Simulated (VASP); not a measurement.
Input of a VASP 6.6.1 run:

Contents of POSCAR:

```
CuI
1.0
    4.0901961900      0.0000000000      0.0000000000
    0.0000000000      4.0901961900      0.0000000000
    0.0000000000      0.0000000000      6.5514580400
I Cu
2 2
Direct
    0.0000000000      0.5000000000      0.7430343600
    0.5000000000      0.0000000000      0.2569656400
    0.0000000000      0.0000000000      0.0000000000
    0.5000000000      0.5000000000      0.0000000000
```

Contents of INCAR.step1:

```
PREC     = Accurate       # precision mode
ENCUT    = 520            # plane-wave cutoff, eV
EDIFF    = 1E-6           # SCF threshold, eV
ISMEAR   = 0              # smearing method
SIGMA    = 0.02           # smearing width, eV
LREAL    = F              # projectors in reciprocal space
LASPH    = T              # aspherical terms in the spheres
NELM     = 100            # most SCF steps
ALGO     = Normal         # electronic algorithm
ISIF     = 2              # what is computed and relaxed
LWAVE    = F              # write WAVECAR
LCHARG   = T              # write CHGCAR
LMAXMIX  = 4              # l up to which the mixer works
```

Contents of KPOINTS.step1:

```
Automatic mesh
0
Gamma
  8 8 4
```

INCAR.step2

```
PREC     = Accurate       # precision mode
ENCUT    = 520            # plane-wave cutoff, eV
EDIFF    = 1E-6           # SCF threshold, eV
ISMEAR   = 0              # smearing method
SIGMA    = 0.05           # smearing width, eV
LREAL    = F              # projectors in reciprocal space
LASPH    = T              # aspherical terms in the spheres
NELM     = 100            # most SCF steps
ALGO     = Normal         # electronic algorithm
ISIF     = 2              # what is computed and relaxed
LWAVE    = F              # write WAVECAR
LCHARG   = F              # write CHGCAR
LMAXMIX  = 4              # l up to which the mixer works
ICHARG   = 11             # starting density
```

The input KPOINTS.step2:

```
path GXMGZRAZ,XR,MA
10
line-mode
reciprocal
 0.0000000000  0.0000000000  0.0000000000  G
 0.0000000000  0.5000000000  0.0000000000  X

 0.0000000000  0.5000000000  0.0000000000  X
 0.5000000000  0.5000000000  0.0000000000  M

 0.5000000000  0.5000000000  0.0000000000  M
 0.0000000000  0.0000000000  0.0000000000  G

 0.0000000000  0.0000000000  0.0000000000  G
 0.0000000000  0.0000000000  0.5000000000  Z

 0.0000000000  0.0000000000  0.5000000000  Z
 0.0000000000  0.5000000000  0.5000000000  R

 0.0000000000  0.5000000000  0.5000000000  R
 0.5000000000  0.5000000000  0.5000000000  A

 0.5000000000  0.5000000000  0.5000000000  A
 0.0000000000  0.0000000000  0.5000000000  Z

 0.0000000000  0.5000000000  0.0000000000  X
 0.0000000000  0.5000000000  0.5000000000  R

 0.5000000000  0.5000000000  0.0000000000  M
 0.5000000000  0.5000000000  0.5000000000  A
```

Potentials or basis: VASP PAW LDA potentials, release 64 (I, Cu).

Run with:

```console
$ cat potpaw_LDA.64/I/POTCAR potpaw_LDA.64/Cu/POTCAR > POTCAR
$ cp INCAR.step1 INCAR
$ cp KPOINTS.step1 KPOINTS
$ mpirun -np 1 vasp_std > vasp.out
$ cp INCAR.step2 INCAR
$ cp KPOINTS.step2 KPOINTS
$ mpirun -np 1 vasp_std > vasp.out
```

(1) Estimate the band gap on the k mesh.

(2) Estimate the band gap along the path.

Results:

(1) 1.45 eV, direct.

(2) 1.45 eV, direct.

Caveat: the log is that of the step along the path at fixed density, whose energy, stress, charges and moments have no meaning; spin-orbit coupling is left out, which moves the levels of the heavy elements.
